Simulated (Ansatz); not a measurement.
**SrTe: how the settings move a single-point run**

Question: which choices in the input matter for SrTe?

Method: reference: DFT, HSE06, plane waves, PAW, in Ansatz 0.2.0.

5 further runs of the same task are left out: 2 for a known fault of the program, 3 that didn't finish.

**1. The system as given**

It takes space group Fm-3m (No. 225, cubic). Conventional cell: a = 6.706 Å, b = 6.706 Å, c = 6.706 Å, α = 90.00°, β = 90.00°, γ = 90.00°. Sr (site symmetry m-3m) is surrounded by 6 Te at 3.35 Å. Around Te (site symmetry m-3m) lie 6 Sr at 3.35 Å.

Coordinates:

```
CELL_PARAMETERS angstrom
0.00000 3.35276 3.35276
3.35276 0.00000 3.35276
3.35276 3.35276 0.00000
ATOMIC_POSITIONS crystal
Sr 0.00000 0.00000 0.00000
Te 0.50000 0.50000 0.50000
```

**2. The reference run**

Input file input.yaml:

```yaml
crystal:
  lattice:
    - [0.0, 3.3527582052, 3.3527582052]
    - [3.3527582052, 0.0, 3.3527582052]
    - [3.3527582052, 3.3527582052, 0.0]
  atoms:
    - { symbol: Sr, position: [0.0, 0.0, 0.0] }
    - { symbol: Te, position: [0.5, 0.5, 0.5] }
kpoints:
  mp_grid: { grid: [4, 4, 4] }
hamiltonian:
  xc: hse06
scf:
  occupations: { method: fixed }
  n_extra_bands: 4
output:
  forces: true
  stress: true
  eigenvalues: true
```

The run is started by

```
ansatz run input.yaml --threads 4 --pin off --max-ram 3686MiB --backend cpu --events-out ev --progress --plain --runs-dir out
```

**3. Changing settings: singularity none**

Changes to input.yaml since step 2:

```diff
@@ -15,2 +15,3 @@
   n_extra_bands: 4
+  exx: { singularity: none }
 output:
```

What does the calculation give? Wanted: for each run, ending; energy change; pressure; gap; force.

As calculated:

| run | ending | energy change | pressure (GPa) | gap (eV) | force (eV/Å) | cycles | time |
| --- | --- | --- | --- | --- | --- | --- | --- |
| reference | converged | - | -0.1 | 2.49 | 0.00 | 12 | 25 s |
| 1: singularity none | converged | - | -0.1 | 2.49 | 0.00 | 12 | 23 s |

Residual by cycle in the longest SCF loop of each run; runs are numbered as in the table. The quantity is the density residual dr2, in eV.

| cycle | reference | run 1 |
| --- | --- | --- |
| 1 | 0.00646 | 0.00645 |
| 2 | 7.5e-4 | 7.5e-4 |
| 3 | 2.8e-4 | 2.8e-4 |
| 4 | 3.2e-5 | 3.2e-5 |
| 5 | 6.4e-6 | 6.4e-6 |
| 6 | 3.6e-6 | 3.6e-6 |

**Reading.** The run with the changed singularity converges; its total energy is not set against the reference here. The gap of the reference lacks spin-orbit coupling, though the cell holds Te.
